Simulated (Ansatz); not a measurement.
# How far do frozen cores hold at 0.4 of the volume?

Ansatz 0.2.0 under PBE, scalar-relativistic: all-electron LAPW against the default frozen-core PAW files and norm-conserving files, on the same cells and meshes. Each crystal is compressed to 0.4 of its own relaxed volume, with k spacings near 0.17 Å⁻¹ and smearing of 0.05 to 0.1 eV; spin polarisation is left out. The structure types needn't be the stable ones.

Question: For which of Tl (sc), Pb (diamond), Y (simple hexagonal), Cd (hcp) does the PAW pressure depart most from LAPW, and by how much?

Answer: Pb (diamond), by +0.13 %. All values:

```csv
crystal,V (Å³/atom),P LAPW (GPa),PAW − LAPW (%),"energy rise, PAW − LAPW (meV/atom)",norm-conserving − LAPW (%)
Tl (sc),13.75,252.3,0.08,1,0.66
Pb (diamond),17.61,217.6,0.13,6,0.67
Y (simple hexagonal),13.47,141.7,-0.03,-1,0.05
Cd (hcp),9.06,515.1,-0.03,1,0.13
```
